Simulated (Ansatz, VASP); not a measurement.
## One calculation of Hg, two programs

```xyz
3
Lattice="5.2562 0.0000 0.0000 -2.6281 4.5520 0.0000 0.0000 0.0000 3.0228" Properties=species:S:1:pos:R:3 pbc="T T T"
Hg    2.6281    4.5520    0.0000
Hg    0.0000    3.0346    1.5114
Hg    2.6281    1.5173    1.5114
```

Alike in both runs: task single point; functional PBEsol; k mesh 8 × 8 × 12; occupations fermi-dirac, width 0.1 eV; no spin polarisation.

```csv
,VASP,Ansatz
version,VASP 6.6.1,Ansatz 0.2.0
potentials or method,"VASP PAW PBE potentials, release 64 (Hg)","plane waves (420 eV) with PAW, scalar-relativistic"
plane-wave cutoff (eV),520,420
valence electrons in the cell,36,60
```

|  | VASP | Ansatz | Ansatz less VASP |
| --- | --- | --- | --- |
| pressure (GPa) | 0.3 | 0.0 | -0.32 |
| largest component of the traceless stress (GPa) | 0.43 | 0.34 | -0.088 |

The two sets of potentials don't hold the same shells in valence. Ansatz warned: «pseudo_functional_mismatch».

Caveats: the PAW data sets were made with another functional, which shifts forces and pressure a little (VASP). The runs have no spin-orbit coupling, so splittings on Hg are missing.
